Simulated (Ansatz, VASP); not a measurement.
# One calculation of Cl, two programs

```
Cl
1.0
     3.14500   -2.25000    0.00000
     3.14500    2.25000    0.00000
     0.00000    0.00000    8.21000
Cl
4
Direct
  0.37000 0.63000 0.40000
  0.13000 0.87000 0.90000
  0.63000 0.37000 0.60000
  0.87000 0.13000 0.10000
```

Alike in both runs: task single point; functional PBEsol; k mesh 7 × 7 × 4; occupations fermi-dirac, width 0.05 eV; no spin polarisation.

|  | VASP | Ansatz |
| --- | --- | --- |
| version | VASP 6.6.1 | Ansatz 0.2.0 |
| potentials or method | VASP PAW PBE potentials, release 64 (Cl) | Ansatz PAW |
| plane-wave cutoff (eV) | 520 | 420 |
| valence electrons in the cell | 28 | 28 |

Ansatz gave:

- gap on the k mesh at the Fermi level (eV): 2.43
- least direct gap on the mesh (eV): 2.49
- pressure (GPa): -0.9
- largest component of the traceless stress (GPa): 1.05
- rms of the force components (eV/Å): 0.100

Question: Estimate VASP's values.

Answer: gap on the k mesh at the Fermi level (eV): 2.48; least direct gap on the mesh (eV): 2.54; pressure (GPa): -1.2; largest component of the traceless stress (GPa): 1.30; rms of the force components (eV/Å): 0.177.

Atom by atom the forces differ by 0.087 eV/Å (rms over components).

Caveats: the PAW data sets were made with another functional, which shifts forces and pressure a little (VASP); an odd mesh through Γ misses points on the zone boundary, where band edges often lie (VASP); odd divisions of the mesh miss points on the zone boundary, where band edges often lie, so the gap on the mesh can be too wide (Ansatz); the PAW data sets come from PBE, with cores solved anew for the run's functional, which leaves a small shift of forces and pressure (Ansatz). A hybrid or GW would open this gap; PBEsol tends to underestimate it.
